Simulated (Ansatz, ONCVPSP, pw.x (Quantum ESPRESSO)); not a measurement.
## What a changed setting does to a pw.x run (diamond P)

Potential: optimised norm-conserving Vanderbilt (ONCV), ONCVPSP 4.0.1.1 (patched build), PBE; core [Ne], reference 3s2 3p3; waves: 3s: rc 1.60 bohr, ncon 4, nbas 7, qcut 3.4 1/bohr, local; 3p: rc 2.05 bohr, ncon 4, nbas 7, qcut 3.3 1/bohr, 1 projector; d scattering state at 0.08 Ha: rc 1.60 bohr, ncon 4, nbas 8, qcut 5.7 1/bohr, 3 projectors, debl 2.5 Ha; local part: the s channel; core correction: Teter function, fcfact 1.75, rcfact 1.75.

The reference run (k-mesh 8³, cutoffs 105/420 Ry, Fermi–Dirac 0.01 Ry, mixing_beta 0.4, conv_thr 1e-9, no spin) gives -0.84 GPa at 20.949 Å³/atom, where all-electron LAPW gives -0.21 GPa. This run, with its own iteration cap, changes degauss to 0.005.

```
&control
  calculation='scf', prefix='x', pseudo_dir='./', outdir='./tmp', tstress=.true., disk_io='none'
/
&system
  ibrav=0, nat=2, ntyp=1, ecutwfc=105, ecutrho=420, nbnd=12,
  occupations='smearing', smearing='fd', degauss=0.005
/
&electrons
  conv_thr=1e-09, mixing_beta=0.4, electron_maxstep=50
/
ATOMIC_SPECIES
P 1.0 P.UPF
CELL_PARAMETERS angstrom
  0.00000000 2.75668895 2.75668895
  2.75668895 0.00000000 2.75668895
  2.75668895 2.75668895 0.00000000
ATOMIC_POSITIONS crystal
P 0.0000 0.0000 0.0000
P 0.2500 0.2500 0.2500
K_POINTS automatic
8 8 8 0 0 0
```

```bash
pw.x < P.scf.in > P.scf.out
```

Q: How does the run end?

A: It converges in 7 iterations; the free energy moves by +20.4 meV/atom and the pressure by +0.07 GPa. In a metal, with Fermi–Dirac smearing, F lies below its zero-width value by a term in the square of the width.

```
Message from routine setup:
     using ibrav=0 with symmetry is DISCOURAGED, use correct ibrav instead
     lattice parameter (alat)  =       7.3672  a.u.
     unit-cell volume          =     282.7417 (a.u.)^3
     number of electrons       =        10.00
     number of Kohn-Sham states=           12
     kinetic-energy cutoff     =     105.0000  Ry
     charge density cutoff     =     420.0000  Ry
     scf convergence threshold =      1.0E-09
     Exchange-correlation= PBE
     number of k points=    29  Fermi-Dirac smearing, width (Ry)=  0.0050
     iteration #  1     ecut=   105.00 Ry     beta= 0.40
     total energy              =     -27.74190489 Ry
     estimated scf accuracy    <       0.01655635 Ry
     iteration #  2     ecut=   105.00 Ry     beta= 0.40
     total energy              =     -27.74087286 Ry
     estimated scf accuracy    <       0.00484063 Ry
     iteration #  3     ecut=   105.00 Ry     beta= 0.40
     total energy              =     -27.74105674 Ry
     estimated scf accuracy    <       0.00006815 Ry
     iteration #  4     ecut=   105.00 Ry     beta= 0.40
     total energy              =     -27.74106936 Ry
     estimated scf accuracy    <       0.00000033 Ry
     iteration #  5     ecut=   105.00 Ry     beta= 0.40
     total energy              =     -27.74106981 Ry
     estimated scf accuracy    <       0.00000004 Ry
     iteration #  6     ecut=   105.00 Ry     beta= 0.40
     total energy              =     -27.74106981 Ry
     estimated scf accuracy    <          2.1E-09 Ry
     iteration #  7     ecut=   105.00 Ry     beta= 0.40
     the Fermi energy is     6.6460 ev
!    total energy              =     -27.74106981 Ry
     estimated scf accuracy    <          8.3E-11 Ry
     smearing contrib. (-TS)   =      -0.00214720 Ry
     The total energy is F=E-TS. E is the sum of the following terms:
     one-electron contribution =       3.97547434 Ry
     hartree contribution      =       2.54260948 Ry
     xc contribution           =      -8.40560628 Ry
     ewald contribution        =     -25.85140014 Ry
     convergence has been achieved in   7 iterations
          total   stress  (Ry/bohr**3)                   (kbar)     P=       -7.73
     Message from routine punch:
     Nothing written, as per user request (disk_io='none')
```

The run took about 74 s on one core of a shared host (Neoverse-N1, 64 threads, 124 GiB, load 58).
